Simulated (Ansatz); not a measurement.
CdTe at 2.9 GPa (stress–strain coefficients): relaxed-ion elastic tensor

The calculation used DFT PBEsol, scalar-relativistic, plane waves, PAW in Ansatz 0.2.0. Settings: 420 eV plane-wave cutoff, Γ-centred 8×8×8 mesh, fixed occupations. No spin polarisation.

The cell is fixed (symmetry leaves no force on the atoms) and stands under 2.9 GPa:
```
Cd Te
1.0
     0.00000    3.17960    3.17960
     3.17960    0.00000    3.17960
     3.17960    3.17960    0.00000
Cd Te
1 1
Cartesian
  0.0000 0.0000 0.0000
  1.5898 1.5898 1.5898
```

The cell is the ideal cubic zincblende prototype.

(1) Give the relaxed-ion elastic constants (GPa, Voigt order xx yy zz yz xz xy, on the axes of the cell above).

(2) Is the crystal stable against homogeneous strain?

(3) And the moduli of a polycrystal (Hill averages)?

Answers

(1)
```
64.5 49.9 49.9  0.0  0.0  0.0
49.9 64.5 49.9  0.0  0.0  0.0
49.9 49.9 64.5  0.0  0.0  0.0
 0.0  0.0  0.0 18.6  0.0  0.0
 0.0  0.0  0.0  0.0 18.6  0.0
 0.0  0.0  0.0  0.0  0.0 18.6
```

(2) Yes: the least eigenvalue of the tensor is 14.6 GPa.

(3) B = 55 GPa, G = 13 GPa, E = 36 GPa, ν = 0.39.

Cost: 1 run of about 1.4 core-minutes, on Intel Xeon 6975P-C (Granite Rapids) (shared hosts).